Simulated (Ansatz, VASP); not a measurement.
## I: VASP beside Ansatz

INCAR

```
SYSTEM = I
ALGO = Fast
EDIFF = 1E-6
ENCUT = 520
GGA = PE
ISIF = 2
ISMEAR = 0
LASPH = .True.
LCHARG = .False.
LREAL = .False.
LWAVE = .False.
NBANDS = 10
NELM = 100
PREC = Accurate
SIGMA = 0.1
```

File KPOINTS:

```
k-points
0
Gamma
  18 18 18
  0 0 0
```

POSCAR

```
I
1.0
   -1.6105979866      1.6105979866      4.5026136941
    1.6105979866     -1.6105979866      4.5026136941
    1.6105979866      1.6105979866     -4.5026136941
I
1
Direct
    0.0000000000      0.0000000000      0.0000000000
```

Input for Ansatz:

```yaml
crystal:
  lattice:
    - [-1.6105979866, 1.6105979866, 4.5026136941]
    - [1.6105979866, -1.6105979866, 4.5026136941]
    - [1.6105979866, 1.6105979866, -4.5026136941]
  atoms:
    - { symbol: I, position: [0.0, 0.0, 0.0] }
basis:
  ecutwfc: 420
kpoints:
  mp_grid: { grid: [18, 18, 18] }
hamiltonian:
  xc: pbe
scf:
  occupations: { method: gaussian, width: 0.1 }
output:
  forces: true
  stress: true
  eigenvalues: true
  populations: true
```

Alike in both runs: task single point; functional PBE; k mesh 18 × 18 × 18; occupations gaussian, width 0.1 eV; no spin polarisation.

|  | VASP | Ansatz |
| --- | --- | --- |
| version | VASP 6.6.1 | Ansatz 0.2.0 |
| potentials or method | VASP PAW PBE potentials, release 64 (I) | scalar-relativistic, plane waves, PAW |
| plane-wave cutoff (eV) | 520 | 420 |
| valence electrons in the cell | 7 | 17 |

VASP gave:

| Property | Result |
| --- | --- |
| gap on the k mesh at the Fermi level (eV) | none |
| pressure (GPa) | 0.3 |
| largest component of the traceless stress (GPa) | 0.28 |

Q: What did Ansatz give for the same quantities?

A: gap on the k mesh at the Fermi level (eV): none; pressure (GPa): 0.3; largest component of the traceless stress (GPa): 0.32.

A gap of «none» marks a metal or a gap that the smearing closes. The two sets of potentials don't hold the same shells in valence.

Caveats: an odd number of electrons without spin polarisation forces a metal; a magnetic or distorted state may lie lower. The runs have no spin-orbit coupling, so splittings on I are missing.
